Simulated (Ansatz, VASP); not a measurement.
**Two plane-wave programs on Se**

File POSCAR:

```
Se
1.0
   -1.6521863053      1.6521863053      2.5135604404
    1.6521863053     -1.6521863053      2.5135604404
    1.6521863053      1.6521863053     -2.5135604404
Se
1
Direct
    0.0000000000      0.0000000000      0.0000000000
```

File INCAR.step1:

```
PREC = Accurate
ENCUT = 600
ISMEAR = 0
SIGMA = 0.1
LREAL = False
LASPH = True
NELM = 100
GGA = PE
ALGO = Normal
EDIFF = 1E-4
LWAVE = True
LCHARG = False
```

Contents of INCAR.step2:

```
PREC = Accurate
ENCUT = 600
EDIFF = 1E-6
ISMEAR = 0
SIGMA = 0.1
LREAL = False
LASPH = True
NELM = 100
ALGO = Normal
ISIF = 3
LWAVE = False
LCHARG = False
METAGGA = R2SCAN
LMIXTAU = True
IBRION = 2
NSW = 90
EDIFFG = -0.04
ISTART = 1
```

File KPOINTS:

```
regular mesh
0
Gamma
  8 8 8
```

Input for Ansatz:

```yaml
crystal:
  lattice:
    - [-1.6521863053, 1.6521863053, 2.5135604404]
    - [1.6521863053, -1.6521863053, 2.5135604404]
    - [1.6521863053, 1.6521863053, -2.5135604404]
  atoms:
    - { symbol: Se, position: [0.0, 0.0, 0.0] }
basis:
  ecutwfc: 500
kpoints:
  mp_grid: { grid: [8, 8, 8] }
hamiltonian:
  xc: r2scan
scf:
  occupations: { method: gaussian, width: 0.1 }
  lower_state_search: "off"
output:
  forces: true
  stress: true
  eigenvalues: true
relax:
  adjacent_minimum: "off"
  f_tol: 0.04
  max_steps: 70
  cell: { stress_tol: 0.4 }
```

Alike in both runs: task relaxation of cell and atoms; functional r2SCAN; k mesh 8 × 8 × 8; occupations gaussian, width 0.1 eV; no spin polarisation.

|  | VASP | Ansatz |
| --- | --- | --- |
| version | VASP 6.6.1 | Ansatz 0.2.0 |
| potentials or method | VASP PAW PBE potentials, release 64 (Se) | scalar-relativistic, plane waves, PAW |
| plane-wave cutoff (eV) | 600 | 500 |
| valence electrons in the cell | 6 | 16 |

VASP gave:

```
gap on the k mesh at the Fermi level, each at its own relaxed structure (eV) : none
relaxed volume (Å³/atom)                                                     : 26.84
relaxed cell length with the largest relative difference (Å)                 : 4.327
energy change over the relaxation (meV/atom)                                 : -907
```

What did Ansatz give for the same quantities?

gap on the k mesh at the Fermi level, each at its own relaxed structure (eV): none; relaxed volume (Å³/atom): 26.79; relaxed cell length with the largest relative difference (Å): 4.317; energy change over the relaxation (meV/atom): -906.

A gap of «none» marks a metal or a gap that the smearing closes. The two sets of potentials don't hold the same shells in valence.

Caveats: the PAW data sets were made with another functional, which shifts forces and pressure a little (VASP).
